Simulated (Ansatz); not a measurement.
# BN: a line through an energy map

How does the energy of BN (P6_3mc, No. 186; 4 atoms in the cell) vary with amplitude of mode 4 (472 cm⁻¹), at amplitude of mode 12 (1110 cm⁻¹) = −0.045 Å?

Method: DFT PBE, scalar-relativistic, plane waves, PAW, in Ansatz 0.2.0.

3 further runs of the same task are left out: 3 set aside as unsound or not needed.

**1. The system as given**

The structure is hexagonal, space group P6_3mc (No. 186). The conventional cell has a = 2.555 Å, b = 2.555 Å, c = 4.225 Å, α = 90.00°, β = 90.00°, γ = 120.00°. B (site symmetry 3m) has 4 N at 1.57 to 1.58 Å as nearest neighbours. N (site symmetry 3m) has 4 B at 1.57 to 1.58 Å as nearest neighbours.

Structure file:

```
B N
1.0
     2.55462    0.00000    0.00000
    -1.27731    2.21237    0.00000
     0.00000    0.00000    4.22455
B N
2 2
Direct
  0.66667 0.33333 0.99981
  0.33333 0.66667 0.49981
  0.66667 0.33333 0.62519
  0.33333 0.66667 0.12519
```

It goes back to an entry of the Materials Project, which need not be the stable form.

This cell was relaxed beforehand with the same method: volume 5.97 Å³/atom, gap on the mesh 5.23 eV.

**2. Plan of the line**

The energy is mapped over two normal modes frozen in (zone-centre modes of the cell shown).

- amplitude of mode 4 (472 cm⁻¹), largest displacement: 9 values from −0.125 to 0.125 Å
- amplitude of mode 12 (1110 cm⁻¹), largest displacement: 9 values from −0.060 to 0.060 Å

Nothing else is relaxed (the cell and all other modes fixed). Energies count from the relaxed high-symmetry cell. Points are written as (first, second).

The modes come from a phonon run on the reference cell, made beforehand.

Displacement patterns for an amplitude of 1 (Å):

```tsv
atom	x1	y1	z1	x2	y2	z2
B1	0.934	0.000	0.000	0.000	0.000	1.000
B2	-0.934	0.000	0.000	0.000	0.000	-1.000
N3	-1.000	0.000	0.000	0.000	0.000	0.508
N4	1.000	0.000	0.000	0.000	0.000	-0.508
```

**3. Point (−0.125 Å, −0.045 Å)**

input.yaml reads:

```yaml
crystal:
  lattice:
    - [2.5546214127, 0.0, 0.0]
    - [-1.2773107064, 2.2123670404, 0.0]
    - [0.0, 0.0, 4.22454946]
  atoms:
    - { symbol: B, position: [0.6209583734, 0.3333333333, 0.9891544218] }
    - { symbol: B, position: [0.3790416266, 0.6666666667, 0.5104584688] }
    - { symbol: "N", position: [0.7155975961, 0.3333333333, 0.6197856983] }
    - { symbol: "N", position: [0.2844024039, 0.6666666667, 0.1306014111] }
basis:
  ecutwfc: 520.0
kpoints:
  mp_grid: { grid: [12, 12, 6] }
hamiltonian:
  xc: pbe
scf:
  occupations: { method: gaussian, width: 0.05 }
output:
  forces: true
  stress: true
  eigenvalues: true
  write_density: true
  write_potential: true
  elf: true
  volumetric_format: npy
```

On the command line:

```sh
$ ansatz run input.yaml --threads 1 --pin off --max-ram 2048MiB --backend cpu --events-out ev --progress --plain --runs-dir out
```

Further runs follow: the other points of the line.

Before running it: what results should come out? Wanted: for each run, amplitude of mode 4; energy; slope; pressure; largest force on an atom.

As calculated:

```
amplitude of mode 4 (472 cm⁻¹), largest displacement (Å)  step  energy (eV)  slope (eV per Å)  pressure (GPa)  band gap on the k-mesh (eV)  largest force on an atom (eV/Å)
                                                  −0.125     3        0.429              −4.8            0.08                         4.75                            2.446
                                                  −0.094     4        0.299              −3.6            0.25                         4.84                            2.363
                                                  −0.062     5        0.206              −2.4            0.39                         4.91                            2.303
                                                  −0.031     6        0.150              −1.2            0.48                         4.97                            2.268
                                                   0.000     7        0.132               0.0            0.52                         5.01                            2.256
                                                   0.031     –        0.150               1.2            0.48                         4.97                            2.268
                                                   0.062     –        0.206               2.4            0.39                         4.91                            2.303
                                                   0.094     –        0.299               3.6            0.25                         4.84                            2.363
                                                   0.125     –        0.429               4.8            0.08                         4.75                            2.446
```

Energies count from the relaxed high-symmetry cell. Rows without a step come from runs not printed here or follow by symmetry. Slopes come from the forces (and the stress, where the cell changes), not from differences of energies.

In words: The lowest point of the line is at 0.000 Å, 0.132 eV from the zero. A fit to energies and slopes at the lowest point and its two neighbours puts the minimum at 0.0000 Å, with a curvature of about 38 eV per Å². The highest point computed, at −0.125 Å, lies 0.297 eV above the lowest. This is one cut through a surface in two coordinates; the map's lowest point lies off it. A rigid map gives upper bounds: relaxing the other coordinates can only lower a point.

The gaps are Kohn-Sham values of a semilocal functional, not quasiparticle or optical gaps. Such gaps usually fall short of the measured ones.
